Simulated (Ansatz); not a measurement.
Level of theory: DFT PBE, scalar-relativistic, plane waves, PAW (Ansatz 0.2.0). All cells share a 420 eV cutoff and Γ-centred k meshes spaced at most about 0.3 Å⁻¹ (about 0.25 or finer for metals, 2π included). No spin polarisation in the final relaxations.

Temperature and zero-point effects are left out.

Compare these two cells of GaAs4, each relaxed at this level.

A.

```xyz
5
Lattice="5.0104 0.0000 0.0000 0.0000 5.0104 0.0000 0.0000 0.0000 5.0104" Properties=species:S:1:pos:R:3 pbc="T T T"
Ga    2.5052    2.5052    2.5052
As    2.5052    0.0000    0.0000
As    0.0000    2.5052    0.0000
As    0.0000    0.0000    2.5052
As    0.0000    0.0000    0.0000
```

B.

```xyz
5
Lattice="5.6137 0.0000 0.0000 -2.8069 4.8616 0.0000 0.0000 0.0000 5.1552" Properties=species:S:1:pos:R:3 pbc="T T T"
Ga    0.0000    0.0000    2.5776
As    2.8069    0.0000    0.0000
As   -1.4034    2.4308    0.0000
As    1.4034    2.4308    0.0000
As    0.0000    0.0000    0.0000
```

Task: Which form is favoured at zero pressure, and by what margin per atom?

Result: B is lower, by 124 meV/atom. A has space group Pm-3m (No. 221), 25.2 Å³/atom and no gap on its mesh; B has space group P6/mmm (No. 191), 28.1 Å³/atom and no gap. Counting As atoms around Ga (those within 1.25 times the shortest such distance or 1.15 times the sum of covalent radii, 1.27 where that leaves under three; a plus sign parts nearer from farther groups; the shortest distance is added where it exceeds 1.18 times the sum of covalent radii), A has Ga 12+8 from 3.5 Å and B has Ga 2. A holds As–As bonds in all directions (shortest 2.51 Å); in B the shortest As–As distance is 2.81 Å, near bonding range too. The lower one is the more open, so pressure narrows the difference. Even the lower one lies +0.61 eV/atom against the reference forms of the elements (uncorrected), so neither is stable at this level. In A, around Ga lie 12 As at 3.54 Å (long against covalent radii, as for large ions); around As on a site of symmetry 4/mmm lie 2 As at 2.51 Å, 4 Ga at 3.54 Å and 8 As at 3.54 Å; As on a site of symmetry m-3m is surrounded by 6 As at 2.51 Å. In B, around Ga lie 2 As at 2.58 Å; around As on a site of symmetry mmm lie 6 As at 2.81 Å; As on a site of symmetry 6/mmm has 2 Ga at 2.58 Å and 6 As at 2.81 Å. Both come from invented guesses. A third cell relaxed alike, in P4/mmm, lies 0.38 eV/atom below the lower of the two.

In Pm-3m, P6/mmm an odd number of electrons in the primitive cell allows no gap without spin; a larger cell or a magnetic state could open one. A magnetic state wasn't ruled out in cells without spin, among them Pm-3m, P6/mmm. Cells relaxed within their symmetry can be saddle points.

P6/mmm is favoured over Pm-3m by 124 meV/atom, probably because it gives gallium real contacts with arsenic. In the cubic cell, Ga sits in an oversized cage with As no nearer than 3.54 Å, so it can donate charge to the arsenic framework but forms hardly any directional covalent bonds. The hexagonal cell brings two As to 2.58 Å, still somewhat stretched for a Ga–As bond. The price is paid in the arsenic network, where normal As–As bonds of 2.51 Å give way to weak, presumably delocalised contacts at 2.81 Å.

Neither geometry suits the elements' usual chemistry: arsenic prefers three pyramidal bonds and a stereochemically active lone pair, gallium tetrahedral coordination by As. That mismatch fits the high energy of both cells, and the much lower P4/mmm cell shows that their order says nothing about the ground state of GaAs4. Since zinc-blende GaAs is a stable compound, decomposition into GaAs and arsenic should be even more favourable than decomposition into the elements.
